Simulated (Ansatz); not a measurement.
Write the native input for Ansatz 0.2.0 that does the following.

- Task: single point
- Functional: HSE06
- Potentials or basis: Ansatz PAW
- Cutoff: 420 eV (not typed: the program's choice for these potentials)
- k mesh: 5 × 5 × 5
- Occupations: fermi-dirac, width 0.05 eV
- Spin: no spin polarisation
- Share of exact exchange: 0.25

The system is HfO2.

```
Hf O
1.0
     0.00000    2.55750    2.55750
     2.55750    0.00000    2.55750
     2.55750    2.55750    0.00000
Hf O
1 2
Direct
  0.00000 0.00000 0.00000
  0.75000 0.75000 0.75000
  0.25000 0.25000 0.25000
```

Measurements of this composition are mostly on another form, of space group No. 14.

One way to write it, as run:

input.yaml

```yaml
crystal:
  lattice:
    - [0.0, 2.5575, 2.5575]
    - [2.5575, 0.0, 2.5575]
    - [2.5575, 2.5575, 0.0]
  atoms:
    - { symbol: Hf, position: [0.0, 0.0, 0.0] }
    - { symbol: O, position: [0.75, 0.75, 0.75] }
    - { symbol: O, position: [0.25, 0.25, 0.25] }
hamiltonian:
  xc:
    exchange: pbe
    correlation: pbe
    exx: { coeff: 0.25, omega: 0.2078699 }
  pseudopotentials: { kind: paw }
kpoints:
  mp_grid: { grid: [5, 5, 5] }
scf:
  occupations: { method: fermi_dirac, width: 0.05 }
output:
  forces: true
  stress: true
  eigenvalues: true
```

Potentials or basis: Ansatz PAW.

The run is started by

```bash
$ ansatz run input.yaml --threads 2 --pin off --max-ram 5632MiB --backend cpu --events-out ev --progress --plain --runs-dir out
```

It gave:

| Quantity | Value |
| --- | --- |
| Pressure | -8.8 GPa |
| Band gap on the k mesh | 5.69 eV, indirect (least direct gap 5.95 eV) |

Caveat: the k mesh is coarse (spacing up to 0.43 Å⁻¹), so the values aren't converged, least of all with exact exchange; odd divisions of the mesh miss points on the zone boundary, where band edges often lie, so the gap on the mesh can be too wide; the pressure holds a Pulay correction of +0.7 GPa for the finite cutoff; spin-orbit coupling is left out, which moves the levels of the heavy elements; the PAW data sets come from PBE, with cores solved anew for the run's functional, which leaves a small shift of forces and pressure; the thresholds are loose for stress.

Wall time 12 s on 2 threads of Arm Neoverse V2, on a shared host, peak memory 0.77 GiB.
